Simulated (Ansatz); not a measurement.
## O started on a Mg site in rocksalt MgO, 64 atoms, charge −1

All numbers come from Ansatz (PAW, plane waves, no spin–orbit coupling) at the single k point (¼, ¼, ¼) without its symmetry partners. The atoms were relaxed with PBEsol in a fixed cell; other functionals are single points on those atoms unless said otherwise. The valence top and gap of the host come from its small cell on a dense mesh, with the band extrema sought between the mesh points, lined up by the mean potential, PBEsol gap 4.62 eV, HSE06 gap 6.46 eV. The charge correction uses an assumed dielectric constant of 9.8.

Cell: a = 8.429 Å, b = 8.429 Å, c = 8.429 Å, α = 90.00°, β = 90.00°, γ = 90.00°.

Nearest atoms after relaxation, from the placed atom (for vacancies from the middle of the vacant sites): O at 2.24 Å, O at 2.24 Å, O at 2.24 Å, O at 2.24 Å, O at 2.24 Å, O at 2.24 Å, Mg at 2.93 Å, Mg at 2.93 Å.

Chemical potentials μ are those of reference phases of the elements at zero temperature by the same functional (the usual solids, diamond for C, grey Sn, and the molecules H2, N2, O2, F2, Cl2, Br2 and S8).

```tsv
functional	E(defect) − E(host) − Σ nμ + q·E_VBM (eV)	monopole (eV)	alignment (eV)	formation energy at E_F = VBM (eV)	moment (μB)	wall time, shared host
PBEsol	10.43	0.25	0.07	10.75	3.0	4.6 s on NVIDIA GB300 (relaxation)
HSE06	12.31	0.25	0.05	12.61	3.0	30 s on NVIDIA GB300
```

(1) How does the monopole term follow by hand for this cubic cell?

HSE06 one-electron levels near the gap (the ten most localised at most), from the host's valence top, not corrected for the charge's images:

| level (eV) | spin | filling | atoms sharing it | element of the atom with most weight |
| --- | --- | --- | --- | --- |
| -0.24 | down | 1.00 | 30.6 | spread |
| -0.24 | down | 1.00 | 30.6 | spread |
| -0.15 | up | 1.00 | 24.6 | spread |
| -0.15 | up | 1.00 | 24.6 | spread |
| -0.04 | down | 1.00 | 13.8 | O |
| -0.04 | down | 1.00 | 13.9 | O |
| 3.51 | down | 0.00 | 2.5 | O |
| 3.51 | down | 0.00 | 2.5 | O |
| 3.51 | down | 0.00 | 2.5 | O |

All elements are taken at their own reference at once; growth conditions in equilibrium with the host shift these energies, by up to the host's formation enthalpy.

One k point and a cell of this size can leave errors of several tenths of an eV in such numbers.

Results:

(1) q²·α·e²/(4πε₀)/(2εL) with the Madelung constant α = 2.837 and e²/4πε₀ = 14.40 eV·Å: 1 × 2.837 × 14.40 / (2 × 9.8 × 8.429) = 0.25 eV.
